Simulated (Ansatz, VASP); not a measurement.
**Au in VASP and in Ansatz**

```xyz
2
Lattice="1.3766 -2.5578 -0.0365 1.4185 2.5810 0.0014 -0.0608 0.0362 4.9686" Properties=species:S:1:pos:R:3 pbc="T T T"
Au    1.3328   -0.8107    1.2353
Au    1.3062    0.9551    3.6675
```

Change from the starting cell: kmesh displaced: [4, 4, 2] Gamma-centred.

Alike in both runs: task single point; functional PBEsol; k mesh 4 × 4 × 2; occupations gaussian, width 0.1 eV; no spin polarisation.

|  | VASP | Ansatz |
| --- | --- | --- |
| version | VASP 6.6.1 | Ansatz 0.2.0 |
| potentials or method | VASP PAW PBE potentials, release 64 (Au) | scalar-relativistic, plane waves, PAW |
| plane-wave cutoff (eV) | 520 | 420 |
| valence electrons in the cell | 22 | 38 |

```csv
,VASP,Ansatz,Ansatz less VASP
gap on the k mesh at the Fermi level (eV),none,none,-
pressure (GPa),-5.5,-5.3,+0.21
largest component of the traceless stress (GPa),5.15,5.11,-0.042
rms of the force components (eV/Å),0.202,0.205,+0.0026
```

Atom by atom the forces differ by 0.004 eV/Å (rms over components). A gap of «none» marks a metal or a gap that the smearing closes. The functional is the same, so the differences come from potentials, cutoffs and numerics. The two sets of potentials don't hold the same shells in valence.

Caveats: the k mesh is coarse (spacing up to 0.64 Å⁻¹), so the values aren't converged; the PAW data sets were made with another functional, which shifts forces and pressure a little (VASP). Spin-orbit coupling is left out, which matters for the levels of Au.
